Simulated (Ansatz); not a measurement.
Wanted: the native input for an Ansatz 0.2.0 run.

- Task: single point
- Functional: PBE0 form with a typed share of exact exchange
- Potentials or basis: Ansatz PAW
- Cutoff: 420 eV (not typed: the program's choice for these potentials)
- k mesh: 6 × 6 × 6
- Occupations: fermi-dirac, width 0.05 eV
- Spin: no spin polarisation
- Share of exact exchange: 0.35

Crystal: HfN.

```xyz
2
Lattice="0.0000 2.2560 2.2560 2.2560 0.0000 2.2560 2.2560 2.2560 0.0000" Properties=species:S:1:pos:R:3 pbc="T T T"
Hf    0.0000    0.0000    0.0000
N     2.2560    2.2560    2.2560
```

The input as run:

input.yaml

```yaml
crystal:
  lattice:
    - [0.0, 2.256, 2.256]
    - [2.256, 0.0, 2.256]
    - [2.256, 2.256, 0.0]
  atoms:
    - { symbol: Hf, position: [0.0, 0.0, 0.0] }
    - { symbol: "N", position: [0.5, 0.5, 0.5] }
hamiltonian:
  xc: { exchange: pbe, correlation: pbe, exx: { coeff: 0.35 } }
  pseudopotentials: { kind: paw }
kpoints:
  mp_grid: { grid: [6, 6, 6] }
scf:
  occupations: { method: fermi_dirac, width: 0.05 }
output:
  forces: true
  stress: true
  eigenvalues: true
```

Potentials or basis: Ansatz PAW.

Run with:

```sh
$ ansatz run input.yaml --threads 2 --pin off --max-ram 5632MiB --backend cpu --events-out ev --progress --plain --runs-dir out
```

Results of the run:

```yaml
Pressure: -0.3 GPa
Band_gap_on_the_k_mesh: none (metal or under the smearing width)
```

Caveat: the k mesh is coarse (spacing up to 0.40 Å⁻¹), so the values aren't converged, least of all with exact exchange; the pressure holds a Pulay correction of +0.5 GPa for the finite cutoff; the PAW data sets come from PBE, with cores solved anew for the run's functional, which leaves a small shift of forces and pressure; the thresholds are loose for stress.

Run time: 20 s on 2 threads of Arm Neoverse V2 (shared host), peak memory 0.8 GiB.
